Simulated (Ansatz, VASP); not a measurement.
**GaSb: VASP beside Ansatz**

Wanted: the spread between two codes on one cell, functional and k mesh. The cell is generated by rule, not measured, and may not be a known phase. The cell is taken from a series of VASP runs on this material, whose earlier steps may have relaxed, scaled or displaced it; both programs get it as it stands.

Main program and level: Ansatz 0.2.0; plane waves, with VASP 6.6.1 beside it; single point at r2SCAN, spin-orbit coupling.

## (1) Set-up

Symmetry: I-4m2, No. 119, tetragonal system. Conventional cell: a = 4.344 Å, b = 4.344 Å, c = 6.085 Å, α = 90.00°, β = 90.00°, γ = 90.00°. Ga has 4 Sb at 2.65 Å nearest. Nearest to Sb lie 4 Ga at 2.65 Å. Farther neighbours are not listed.

## (2) VASP: single point, r2SCAN, spin-orbit coupling

A single point gives forces, pressure and levels at one fixed geometry, so differences don't come from the geometry; what else differs is listed under the comparison.

Lines of VASP's logs that name or quote its potential files are left out, and so is its time.

Contents of INCAR:

```
SYSTEM = GaSb
PREC = Accurate
ENCUT = 450
EDIFF = 1E-06
NELM = 100
ISMEAR = 0
SIGMA = 0.02
LREAL = .FALSE.
ALGO = Normal
METAGGA = R2SCAN
LASPH = .TRUE.
LNONCOLLINEAR = .TRUE.
MAGMOM = 0 0 0 0 0 0
NBANDS = 28
GGA_COMPAT = .FALSE.
LSORBIT = .TRUE.
LWAVE = .FALSE.
LCHARG = .FALSE.
KPAR = 2
```

Contents of POSCAR:

```
GaSb
1.0
    0.0000000000      3.0715338520      3.0423943080
    3.0715338520      0.0000000000      3.0423943080
    3.0715338520      3.0715338520      0.0000000000
Ga Sb
1 1
Direct
    0.0000000000      0.0000000000      0.0000000000
    0.2500000000      0.2500000000      0.2500000000
```

Contents of KPOINTS:

```
Automatic mesh
0
Gamma
7 7 7
0 0 0
```

Contents of KPOINTS_OPT:

```
Line mode
6
Line-mode
Reciprocal
  0.00000000   0.00000000   0.00000000
  0.02421060   0.02421060   0.00000000

  0.00000000   0.00000000   0.00000000
  0.00000000  -0.02444249  -0.02444249

  0.31000000   0.31000000   0.00000000
  0.50000000   0.50000000   0.00000000

  0.00000000   0.31000000   0.31000000
  0.00000000   0.50000000   0.50000000

  0.45000000   0.45000000   0.45000000
  0.50000000   0.50000000   0.50000000

  0.45000000   0.00000000   0.00000000
  0.50000000   0.00000000   0.00000000

  0.42500000   0.42500000   0.00000000
  0.42500000   0.44944249   0.02444249

  0.50000000   0.50000000   0.50000000
  0.48271655   0.51728345   0.50000000
```

The projector-augmented-wave data sets are Ga_d and Sb (PBE family, release 64).

Command:

```
> mpirun -np 2 vasp_ncl
```

Numbers of over 12 decimals in the logs are rounded to 6 here.

Output:

```text
[banner, memory and clock lines left out]
running    2 mpi-ranks, on    1 nodes
 distrk:  each k-point on    1 cores,    2 groups
 distr:  one band on    1 cores,    1 groups

 POSCAR found type information on POSCAR GaSb
 POSCAR found :  2 types and       2 ions
|                                                                             |
|               ----> ADVICE to this user running VASP <----                  |
|                                                                             |
|     You enforced a specific xc type in the INCAR file but a different       |
|     [... a line on the potential file left out ...]
|     I HOPE YOU KNOW WHAT YOU ARE DOING!                                     |
|                                                                             |

 LDA part: xc-table for (None), standard interpolation
 POSCAR, INCAR and KPOINTS ok, starting setup
 FFT: planning ... GRIDC
 FFT: planning ... GRID_SOFT
 FFT: planning ... GRID
 WAVECAR not read
 entering main loop
       N       E                     dE             d eps       ncg     rms          rms(c)
DAV:   1     0.828882518647E+02    0.82888E+02   -0.78112E+03  3392   0.153E+03
DAV:   2    -0.258783264945E+02   -0.10877E+03   -0.10470E+03  3632   0.386E+02
DAV:   3    -0.390686836932E+02   -0.13190E+02   -0.13013E+02  3856   0.109E+02
DAV:   4    -0.394797726219E+02   -0.41109E+00   -0.41010E+00  3816   0.211E+01
DAV:   5    -0.394896397017E+02   -0.98671E-02   -0.98650E-02  3948   0.316E+00    0.329E+00
DAV:   6    -0.376547046561E+02    0.18349E+01   -0.34268E-01  3668   0.967E+00    0.222E+00
DAV:   7    -0.376532924962E+02    0.14122E-02   -0.64642E-02  3712   0.318E+00    0.124E+00
DAV:   8    -0.376562370960E+02   -0.29446E-02   -0.12022E-02  3844   0.910E-01    0.287E-01
DAV:   9    -0.376555754717E+02    0.66162E-03   -0.11680E-03  4100   0.574E-01    0.129E-01
DAV:  10    -0.376555598050E+02    0.15667E-04   -0.23978E-03  3928   0.771E-01    0.512E-02
DAV:  11    -0.376554931640E+02    0.66641E-04   -0.26973E-04  3932   0.264E-01    0.291E-02
DAV:  12    -0.376554783539E+02    0.14810E-04   -0.75896E-05  4272   0.135E-01    0.613E-03
DAV:  13    -0.376554753901E+02    0.29638E-05   -0.59713E-06  3424   0.236E-02    0.474E-03
DAV:  14    -0.376554755625E+02   -0.17239E-06   -0.16581E-07  2116   0.418E-03
   1 F= -.37655476E+02 E0= -.37655476E+02  d E =-.159290E-13  mag=     0.0000     0.0000    -0.0000
 Start KPOINTS_OPT (optional k-point list driver)
k-point batch [1-48\48]
       N       E                     dE             ncg
DAV:   1     0.739149597013E+03   -0.15768E+05     2748
DAV:   2    -0.444069221457E+04   -0.51798E+04     2944
DAV:   3    -0.508221596501E+04   -0.64152E+03     3252
DAV:   4    -0.510318918716E+04   -0.20973E+02     3156
DAV:   5    -0.510373376956E+04   -0.54458E+00     3372
DAV:   6    -0.510376007345E+04   -0.26304E-01     3744
DAV:   7    -0.510376036206E+04   -0.28860E-03     3480
DAV:   8    -0.510376036636E+04   -0.43002E-05     2588
DAV:   9    -0.510376036680E+04   -0.44309E-06     1972
```

Parts of OUTCAR (step 2):

```text
ion  position               nearest neighbor table
   1  0.000  0.000  0.000-   2 2.65   2 2.65   2 2.65   2 2.65
   2  0.250  0.250  0.250-   1 2.65   1 2.65   1 2.65   1 2.65

  LATTYP: Found a body centered tetragonal cell.
 ALAT       =     4.3438048308
 C/A-ratio  =     1.4007969633

 Subroutine GETGRP returns: Found  8 space group operations
 (whereof  8 operations were pure point group operations)

The static configuration has the point symmetry D_2d.

 Found     58 irreducible k-points:

   k-points           NKPTS =     58   k-points in BZ     NKDIM =     58   number of bands    NBANDS=     28

   dimension x,y,z NGX =    30 NGY =   30 NGZ =   30
   dimension x,y,z NGXF=    60 NGYF=   60 NGZF=   60

   ENCUT  =  450.0 eV  33.07 Ry    5.75 a.u.   7.48  7.48  7.51*2*pi/ulx,y,z

   NELECT =      18.0000    total number of electrons

 k-points in reciprocal lattice and weights: Automatic mesh
   0.00000000  0.00000000  0.00000000       0.003
   0.14285714 -0.00000000  0.00000000       0.012
  -0.14285714  0.00000000  0.00000000       0.012
   0.28571429 -0.00000000  0.00000000       0.012
  -0.28571429  0.00000000  0.00000000       0.012
   0.42857143 -0.00000000  0.00000000       0.012
  -0.42857143  0.00000000  0.00000000       0.012
   0.14285714  0.14285714  0.00000000       0.006
   0.28571429  0.14285714  0.00000000       0.012
[...]
-0.42857143  0.14285714  0.42857143       0.023
  -0.28571429  0.14285714  0.42857143       0.023

 average (electrostatic) potential at core
       1 -70.5683       2 -92.7729

 E-fermi :   4.9968

 k-point     1 :       0.0000    0.0000    0.0000
  band No.  band energies     occupation
    ...
     14       4.1959      1.00000
     15       4.8615      1.00000
     16       4.8615      1.00000
     17       4.9017      1.00000
     18       4.9017      1.00000
     19       5.0903      0.00000
     20       5.0903      0.00000
     21       7.5033      0.00000
     22       7.5033      0.00000
     23       7.6980      0.00000
    ...

 k-point     2 :       0.1429   -0.0000    0.0000
  band No.  band energies     occupation
    ...
     14       2.3528      1.00000
     15       4.1126      1.00000
     16       4.1152      1.00000
     17       4.5379      1.00000
     18       4.5386      1.00000
     19       5.9828      0.00000
     20       5.9849      0.00000
     21       8.0069      0.00000
     22       8.0118      0.00000
     23       8.1629      0.00000
    ...

 k-point     3 :      -0.1429    0.0000    0.0000
  band No.  band energies     occupation
    ...
     14       2.3528      1.00000
     15       4.1126      1.00000
     16       4.1152      1.00000
     17       4.5379      1.00000
     18       4.5386      1.00000
     19       5.9828      0.00000
     20       5.9849      0.00000
     21       8.0069      0.00000
     22       8.0118      0.00000
     23       8.1629      0.00000
    ...

  Total        0.0342494      0.0342494      0.2023475      0.0000000      0.0000000      0.0000000
  in kB        0.9558900      0.9558900      5.6474497      0.0000000      0.0000000      0.0000000
  external PRESSURE =       2.5197432 kB  Pullay stress =       0.0000000 kB

  energy-cutoff  :      450.00
  volume of cell :       57.41
      direct lattice vectors                 reciprocal lattice vectors
     0.000000000  3.071533852  3.042394308    -0.162785118  0.162785118  0.164344246
     3.071533852  0.000000000  3.042394308     0.162785118 -0.162785118  0.164344246
     3.071533852  3.071533852  0.000000000     0.162785118  0.162785118 -0.164344246

 POSITION                                       TOTAL-FORCE (eV/Angst)
 -----------------------------------------------------------------------------------
      0.00000      0.00000      0.00000        -0.000000     -0.000000      0.000000
      1.53577      1.53577      1.52120         0.000000      0.000000      0.000000
 -----------------------------------------------------------------------------------
    total drift:                               -0.000002     -0.000002     -0.000003

  FREE ENERGIE OF THE ION-ELECTRON SYSTEM (eV)
  ---------------------------------------------------
  free  energy   TOTEN  =       -37.6554755625 eV

  energy  without entropy=      -37.6554755625  energy(sigma->0) =      -37.65547556

 Spin-Orbit-Coupling matrix elements
 Ion:    1  E_soc:     -0.0118856
 Ion:    2  E_soc:     -0.1153514

[... 3 further parts left out ...]
```

The run ends at a pressure of 0.25 GPa.

## (3) Ansatz: single point, r2SCAN, spin-orbit coupling

Ansatz runs on its fully relativistic PAW (standard-fr) files.

The same cell, functional, mesh and smearing now go to Ansatz, which takes its cutoff from its data sets.

Contents of input.yaml:

```yaml
crystal:
  lattice:
    - [0.0, 3.071533852, 3.042394308]
    - [3.071533852, 0.0, 3.042394308]
    - [3.071533852, 3.071533852, 0.0]
  atoms:
    - { symbol: Ga, position: [0.0, 0.0, 0.0] }
    - { symbol: Sb, position: [0.25, 0.25, 0.25] }
hamiltonian:
  xc: r2scan
  pseudopotentials: { kind: paw_fr }
magnetization:
  noncollinear: true
  spin_orbit: true
kpoints:
  mp_grid: { grid: [7, 7, 7] }
scf:
  occupations: { method: gaussian, width: 0.02 }
  n_extra_bands: 8
output:
  forces: true
  stress: true
  eigenvalues: true
```

Command:

```
> ansatz run input.yaml --threads 2 --pin off --max-ram 4608MiB --backend cpu --events-out ev --progress --plain --runs-dir out
```

Output:

```text
scf.n_extra_bands = 8 over 28 filled bands (N_el = 28.0): the run solves 36 bands
Engine: ansatz 0.2.0, aarch64-unknown-linux-gnu
Pseudopotentials: kind: paw_fr
Pseudopotential: Ga, paw_fr, valence charge 13, recommended cutoff 500 eV (meta_gga), Ga.paw.azcp#standard-fr
Pseudopotential: Sb, paw_fr, valence charge 15, recommended cutoff 500 eV (meta_gga), Sb.paw.azcp#standard-fr
Functional definition: r2SCAN
  parameter k0 = 0.174
  parameter k1 = 0.065
  parameter a1 = 4.9479
  exchange = r2scan_x(k0 = k0, k1 = k1, a1 = a1)
  correlation = r2scan_c
non-collinear run that drives no moment, with spin-orbit: no starting moment large enough to seed its density (crystal.atoms[].spin), no starting occupations that ask for one, no magnetisation constraint and no magnetic field, so the semilocal B_xc is pinned to zero
Crystal: 2 atoms, lattice volume = 57.406 Å³
Basis set: ecut = 500 eV, 1459 PW (Γ), exchange–correlation on 128×128×128 points (64 copies of the dense FFT grid, shifted against one another)
Bands: 36, of which v1, the nominal top of the filled ones, is band 28 counted from 1 (27 counted from 0)
Symmetry: 8 space group operations + 8 with time reversal
Magnetic group: BNS 119.316 (UNI 976), of the structure as read, at distance tolerance 3.9e-5 Å
k-points: 40 of 343 (time reversal used)
Projection manifold: j_resolved (fully-relativistic pseudo-atomic orbitals)
Non-local potential: Ga, projectors of the file, l = 0: 2, l = 1: 4, l = 2: 6, l = 3: 2
Non-local potential: Sb, projectors of the file, l = 0: 2, l = 1: 4, l = 2: 4, l = 3: 4
PAW form: soft (Blöchl's): semilocal exchange-correlation on the pseudo side does not see the compensation charge
PAW frozen core: Ga, regenerated for the run's functional (the file was generated under x = pbe(κ = 0.804, μ = 0.219515), c = pbe(β = 0.066725))
PAW frozen core: Sb, regenerated for the run's functional (the file was generated under x = pbe(κ = 0.804, μ = 0.219515), c = pbe(β = 0.066725))
PAW one-centre angular grid: Ga, 590 points (default); XC on 224 Gauss nodes
PAW one-centre angular grid: Sb, 590 points (default); XC on 224 Gauss nodes
Initial density: superposition of atomic densities (chi_scale 0.1, normalization cell, long waves kept (reshape's long-wave potential 0.00 eV rms))
Initial wavefunctions: pseudopotential atomic-orbital guess
Functional: x = r2scan, c = r2scan; τ floored in thin density (d = 2e-4 eV/Å³)
iter 1 solved again at ethr=1.46e-3 eV; its pass at ethr=3.10e-3 eV (dr2=4.08e-1 eV) is discarded
SCF iter   1: F=—  HF=-10276.552265 eV  |F-HF|=—  |Δ(HF+E_count)|=         —  Δρ=3.14e-2  dr2=4.13e-1  dr2_τ=1.00e-3  dr2_m=0.00e0 (ungated)  ethr=1.46e-3  |M|=0.00e0 ∫|m|=0.00e0 μB  |m|>n=0.0e0 m-floor=0.0e0 τ_xc=0.0e0  β_m=0.30  ⟨swp⟩=1.2  Hψ=9468  notcnv=0
preconditioner: auto → none  [insulator: Δε(μ)=0.044 eV  Ē_g=15.559 eV  σ=0.020 eV  W_gap=0.87  n_scr=14 (ndim 8)  ℏωp=20.8 eV  f_vac=0.007  D(μ)=0.13/eV (n_scr^D=0)  ε∞_Penn≈2.8]
SCF iter   2: F=—  HF=-10276.564288 eV  |F-HF|=—  |Δ(HF+E_count)|=   1.20e-2  Δρ=2.16e-2  dr2=1.69e-1  dr2_τ=4.14e-4  dr2_m=0.00e0 (ungated)  ethr=1.46e-3  |M|=0.00e0 ∫|m|=0.00e0 μB  |m|>n=0.0e0 m-floor=0.0e0 τ_xc=0.0e0  β_m=0.54  ⟨swp⟩=2.1  Hψ=1771  notcnv=0
SCF iter   3: F=—  HF=-10276.583999 eV  |F-HF|=—  |Δ(HF+E_count)|=   1.97e-2  Δρ=5.59e-3  dr2=1.17e-2  dr2_τ=4.94e-5  dr2_m=0.00e0 (ungated)  ethr=6.02e-4  |M|=0.00e0 ∫|m|=0.00e0 μB  |m|>n=0.0e0 m-floor=0.0e0 τ_xc=0.0e0  β_m=0.52  ⟨swp⟩=3.0  Hψ=2482  notcnv=0
SCF iter   4: F=—  HF=-10276.581635 eV  |F-HF|=—  |Δ(HF+E_count)|=   2.36e-3  Δρ=6.71e-4  dr2=1.14e-4  dr2_τ=1.13e-6  dr2_m=0.00e0 (ungated)  ethr=4.18e-5  |M|=0.00e0 ∫|m|=0.00e0 μB  |m|>n=0.0e0 m-floor=0.0e0 τ_xc=0.0e0  β_m=0.53  ⟨swp⟩=3.1  Hψ=2718  notcnv=0
SCF iter   5: F=—  HF=-10276.581677 eV  |F-HF|=—  |Δ(HF+E_count)|=   4.18e-5  Δρ=3.01e-4  dr2=1.79e-5  dr2_τ=1.06e-7  dr2_m=0.00e0 (ungated)  ethr=4.08e-7  |M|=0.00e0 ∫|m|=0.00e0 μB  |m|>n=0.0e0 m-floor=0.0e0 τ_xc=0.0e0  β_m=0.63  ⟨swp⟩=2.0  Hψ=2160  notcnv=0
SCF iter   6: F=—  HF=-10276.581708 eV  |F-HF|=—  |Δ(HF+E_count)|=   3.10e-5  Δρ=3.81e-5  dr2=4.01e-7  dr2_τ=3.40e-9  dr2_m=0.00e0 (ungated)  ethr=6.40e-8  |M|=0.00e0 ∫|m|=0.00e0 μB  |m|>n=0.0e0 m-floor=0.0e0 τ_xc=0.0e0  β_m=0.65  ⟨swp⟩=3.0  Hψ=2560  notcnv=0
SCF iter   7: F=-10276.581708 eV  HF=-10276.581708 eV  |F-HF|=2.55e-8  |Δ(HF+E_count)|=   4.63e-7  Δρ=1.09e-5  dr2=4.05e-8  dr2_τ=2.33e-10  dr2_m=0.00e0 (ungated)  ethr=3.57e-10  |M|=0.00e0 ∫|m|=0.00e0 μB  |m|>n=0.0e0 m-floor=0.0e0 τ_xc=0.0e0  ⟨swp⟩=6.9  Hψ=6353  notcnv=0
SCF 1 converged in 7 iterations: F = -10276.581708 eV  dr2 = 4.05e-8
  greatest PAW one-centre occupation: 0.993 electrons in one spin orbital (limit 2), on the Ga atom at site 0 (counted from 0), in its partial waves of l = 2
SCF converged after 7 iterations
Magnetization: |M| = 0.0000 μB,  M = (+0.0000, +0.0000, +0.0000) μB
Absolute magnetization: 0.0000 μB (∫|m|)
  site 0: m = (+0.0000, +0.0000, +0.0000) μB, |m| = 0.0000 μB  (R = 1.09 Å)
  site 1: m = (+0.0000, +0.0000, +0.0000) μB, |m| = 0.0000 μB  (R = 1.09 Å)
Free energy (F): -10276.581708 eV
Harris-Foulkes:  -10276.581708 eV  (|F-HF|=2.55e-8)
Internal energy: -10276.581708 eV  (E = F + TS)
E sigma→0 (E₀):  -10276.581708 eV
Fermi energy:    7.831860 eV
--- Per-component energies (eV) ---
  E_band       = -280.156615
  E_kinetic    = 321.647519
  E_local      = -3920.841693  (includes V_loc(G=0)·N_el)
  E_nonlocal   = 790.820262
  E_hartree    = 1806.782461
  E_xc         = -189.416006
  E_vxc        = -161.793539  (∫ρ·V_xc dr)
  E_paw        = -6593.771753  (= ΣΔE_a)
  E_vpaw       = -933.623459  (= ΣTr[D̂ρ^β])
  E_aug_tail   = -0.000041  (compensation charges beyond the density's cutoff)
  E_vtau       = 10.074208  (kinetic-family band-sum trace: ∫τ·v_τ [+ j·A + Jᵃ·Aᵃ] dr)
  E_ewald      = -2491.681049
  E_core_change = -0.121407  (= ΣΔE_core)
  E_smearing   = -0.000000  (= −TS)
  E_closure    = -0.000000  (closes the sum)
  Σ components = -10276.581708   (vs F -10276.581708, Δ=0.00e0)
--- Forces (eV/Å), atoms counted from 1 ---
  atom   1  Ga    -0.00000000    -0.00000000    -0.00000000
  atom   2  Sb     0.00000000     0.00000000     0.00000000
  max |Σ_I F_I| component: 5.55e-17 eV/Å
--- Stress (GPa, compression-positive) ---
        0.059676      -0.000000       0.000000
       -0.000000       0.059676      -0.000000
        0.000000      -0.000000       0.527042
  P = ⅓ Tr σ = 0.2155 GPa (2.155 kbar)
--- Band table (eV; the first three rows and the last of 40) ---
  k-point 0: bands = [... 24 lower, 7.6871, 7.6871, 7.7273, 7.7273, 7.9364, 7.9364, 10.3393, 10.3393, ... 4 higher]
  k-point 1: bands = [... 24 lower, 6.9308, 6.9334, 7.3651, 7.3657, 8.8224, 8.8246, 10.8430, 10.8480, ... 4 higher]
  k-point 2: bands = [... 24 lower, 6.4138, 6.4148, 6.8304, 6.8306, 8.4879, 8.4885, 11.3915, 11.3930, ... 4 higher]
  k-point 39: bands = [... 24 lower, 4.1051, 4.2717, 4.8918, 4.9227, 8.8298, 8.8642, 9.8898, 9.9557, ... 4 higher]
```

It took 38 s on 2 threads of Arm Neoverse N1, shared host; peak memory 0.74 GiB; 75 s of CPU time.

The run ends at a pressure of 0.22 GPa.

## (4) Comparison

Known differences besides the potentials themselves: spin-orbit coupling enters by fully relativistic files in Ansatz and inside the spheres in VASP; VASP keeps PBE cores, Ansatz makes them for the functional; the data sets hold 28 valence electrons in Ansatz (fully relativistic PAW (standard-fr) files) and 18 in VASP; the cutoff is 500 eV in Ansatz and 450 eV in VASP. Total energies have different zeros and are not compared.

Compared:

| quantity | Ansatz | VASP | difference |
| --- | --- | --- | --- |
| pressure (GPa) | 0.22 | 0.25 | -0.04 |
| gap on the k mesh (eV) | 0.209 | 0.189 | +0.021 |

A gap on the mesh is an upper bound, since the band edges may lie between its points. Ansatz's pressure holds a Pulay correction of 0.03 GPa; VASP's holds none.

## (5) Outcome

- difference in gap on the k mesh (single point, r2SCAN, spin-orbit coupling): 0.021 eV

The difference in gap on the k mesh is 0.021 eV (single point, r2SCAN, spin-orbit coupling), within the 0.08 eV picked in this series as the mark of a large difference. 2 further runs of this series are not shown here. Such differences can come from data sets, numerical settings and the points named under the comparisons, not from the functional's error against experiment.

[Lines on the potential files, build, host, timing and source positions are cut from VASP's logs without a mark.]

[Logs are printed without paths, hosts, clocks, repeated set-up lines and the standing remarks that a program may print on its own settings, such as how far it seeks lower states.]

[Hosts, paths, dates, database ids (printed as entryN), source tags and the programs' standing remarks are cut or masked in the printed files.]
